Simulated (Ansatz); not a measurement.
I:

```
I
1.0
     3.63503   -2.39502    0.00000
     3.63503    2.39502    0.00000
     0.00000    0.00000    9.79344
I
4
Direct
  0.64930 0.35070 0.38440
  0.14930 0.85070 0.11560
  0.35070 0.64930 0.61560
  0.85070 0.14930 0.88440
```

Base run:

- Program: Ansatz 0.2.0
- Functional: PBE
- Potentials or basis: Ansatz PAW
- Cutoff: 420 eV (not typed: the program's choice for these potentials)
- k mesh: 7 × 7 × 3
- Occupations: fermi-dirac, width 0.05 eV
- Spin: no spin polarisation

Its results: band gap on the k mesh 1.33 eV, indirect (least direct gap 1.41 eV); pressure 1.8 GPa; largest force 0.859 eV/Å.

Problem. The run is repeated on the same cell with these changes: functional from PBE to LDA. What comes out?

Solution. Band gap on the k mesh 1.23 eV, indirect (least direct gap 1.31 eV); pressure -0.9 GPa; largest force 0.728 eV/Å.

LDA binds more tightly than PBE, so the same cell stands under less pressure.

Caveats: spin-orbit coupling is left out, which moves the levels of the heavy elements; the PAW data sets come from PBE, with cores solved anew for the run's functional, which leaves a small shift of forces and pressure (some runs).

A k mesh can miss the band edges.
